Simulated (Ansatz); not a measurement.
Runs of Ansatz 0.2.0 on ZrC. The structure is cubic, space group Fm-3m (No. 225). The conventional cell has a = 4.730 Å, b = 4.730 Å, c = 4.730 Å, α = 90.00°, β = 90.00°, γ = 90.00°. Zr (site symmetry m-3m) is surrounded by 6 C at 2.37 Å. C (site symmetry m-3m) is surrounded by 6 Zr at 2.37 Å. 

| task | level | potentials or basis | spin | cell | k mesh | cutoff (eV) | smearing | basis error allowed | pressure (GPa) | relaxed volume (Å³/atom) |
| --- | --- | --- | --- | --- | --- | --- | --- | --- | --- | --- |
| single point | PBEsol | all-electron LAPW, scalar-relativistic | off | as given | 10 × 10 × 10 | 254 | gaussian 0.1 eV | 0.001 eV/atom | -8.4 | - |
| band structure | PBEsol | all-electron LAPW, relativistic spinors | SOC, no magnetisation | as given | 7 × 7 × 7 | 258 | fermi-dirac 0.05 eV | 0.001 eV/atom | -8.5 | - |
| band structure | PBE | all-electron LAPW, scalar-relativistic | off | as given | 10 × 10 × 10 | 254 | fermi-dirac 0.05 eV | 0.001 eV/atom | -2.9 | - |
| relaxation of cell and atoms | revPBE | all-electron LAPW, scalar-relativistic | off | relaxed | 10 × 10 × 10 | - | fermi-dirac 0.05 eV | 0.001 eV/atom | 0.0 | (a) |
| relaxation of cell and atoms | r2SCAN+D4 | all-electron PAW datasets made for the crystal | collinear, ferromagnetic start | relaxed | 10 × 10 × 10 | - | fermi-dirac 0.025 eV | - | 0.0 | (b) |
| band structure | PBEsol | all-electron LAPW, scalar-relativistic | off | as given | 10 × 10 × 10 | 254 | fermi-dirac 0.05 eV | 0.001 eV/atom | -8.4 | - |
| relaxation of cell and atoms | revPBE+D3(BJ) | all-electron LAPW, scalar-relativistic | off | relaxed | 10 × 10 × 10 | - | fermi-dirac 0.05 eV | 0.001 eV/atom | 0.0 | 12.63 |
| relaxation of cell and atoms | PBE+D4 | all-electron LAPW, scalar-relativistic | off | relaxed | 10 × 10 × 10 | - | fermi-dirac 0.05 eV | 0.001 eV/atom | 0.0 | 12.86 |

Q: Fill in the values left out.

A: (a) 13.20; (b) 13.01.

Caveats: the k mesh is thin for a metal, which can move the energy by tens of meV per atom (some runs); the program listed the state as in doubt (some runs).

Not every run made on this cell is shown here.
